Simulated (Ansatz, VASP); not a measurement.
TaN in VASP and in Ansatz

```
Ta N
1.0
     0.00000    2.13753    2.13753
     2.13753    0.00000    2.13753
     2.13753    2.13753    0.00000
Ta N
1 1
Direct
  0.50000 0.50000 0.50000
  0.00000 0.00000 0.00000
```

Change from the starting cell: mode 4 frozen in at +0.000 Å, equal normal strain along x, y and z -0.0167.

Alike in both runs: task single point; functional LDA; k mesh 18 × 18 × 18; occupations gaussian, width 0.15 eV; no spin polarisation.

|  | VASP | Ansatz |
| --- | --- | --- |
| version | VASP 6.6.1 | Ansatz 0.2.0 |
| potentials or method | VASP PAW LDA potentials, release 64 (Ta_pv, N) | scalar-relativistic, plane waves, PAW |
| plane-wave cutoff (eV) | 520 | 520 |
| valence electrons in the cell | 16 | 18 |

|  | VASP | Ansatz | Ansatz less VASP |
| --- | --- | --- | --- |
| gap on the k mesh at the Fermi level (eV) | none | none | - |
| pressure (GPa) | 24.0 | 21.2 | -2.76 |

A gap of «none» marks a metal or a gap that the smearing closes. The two sets of potentials don't hold the same shells in valence. Ansatz warned: «pseudo_functional_mismatch».

Caveats: so large a pressure means that the cell lies far from this level's equilibrium, or that cutoff or potentials fall short (VASP). The runs have no spin-orbit coupling, so splittings on Ta are missing.
